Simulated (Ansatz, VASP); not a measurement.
Two plane-wave programs on Al

The input INCAR:

```
SYSTEM = Al
PREC = Accurate
ENCUT = 520
EDIFF = 1E-6
ISMEAR = -1
SIGMA = 0.1
LREAL = .FALSE.
LASPH = .TRUE.
NELM = 80
ALGO = Normal
ISIF = 2
LWAVE = .FALSE.
LCHARG = .FALSE.
GGA = B5
ALDAX = 1.0
AGGAX = 1.0
AGGAC = 1.0
ALDAC = 0.0
NBANDS = 10
```

The input KPOINTS:

```
Automatic mesh
0
G
  14 14 7
  0 0 0
```

File POSCAR:

```
Al
1.0
    2.8487287199      0.0000000000      0.0000000000
   -1.4243643600      2.4670714399      0.0000000000
    0.0000000000      0.0000000000      4.8184089370
Al
2
Direct
    0.3333333333      0.6666666667      0.2500000000
    0.6666666667      0.3333333333      0.7500000000
```

Input for Ansatz:

```yaml
crystal:
  lattice:
    - [2.8487287199, 0.0, 0.0]
    - [-1.42436436, 2.4670714399, 0.0]
    - [0.0, 0.0, 4.818408937]
  atoms:
    - { symbol: Al, position: [0.3333333333, 0.6666666667, 0.25] }
    - { symbol: Al, position: [0.6666666667, 0.3333333333, 0.75] }
hamiltonian:
  xc: blyp
  pseudopotentials:
    kind: paw
    azcp:
      Al: "pseudopotentials/Al.paw.azcp"
basis:
  ecutwfc: 420
  fft_grid_basis: typed
kpoints:
  mp_grid: { grid: [14, 14, 7], shift: [0, 0, 0] }
magnetization:
  spin_polarized: false
scf:
  occupations: { method: fermi_dirac, width: 0.1 }
  lower_state_search: "off"
output:
  stress: true
```

Alike in both runs: task single point; functional BLYP; k mesh 14 × 14 × 7; occupations fermi-dirac, width 0.1 eV; no spin polarisation.

|  | VASP | Ansatz |
| --- | --- | --- |
| version | VASP 6.6.1 | Ansatz 0.2.0 |
| potentials or method | VASP PAW PBE potentials, release 64 (Al) | plane waves (420 eV) with PAW, scalar-relativistic |
| plane-wave cutoff (eV) | 520 | 420 |
| valence electrons in the cell | 6 | 6 |

|  | VASP | Ansatz | Ansatz less VASP |
| --- | --- | --- | --- |
| pressure (GPa) | 2.6 | 2.5 | -0.11 |
| largest component of the traceless stress (GPa) | 0.64 | 0.65 | +0.008 |

With one functional, cell and mesh, what is left measures potentials, basis and numerics.

Caveats: the PAW data sets were made with another functional, which shifts forces and pressure a little (VASP).
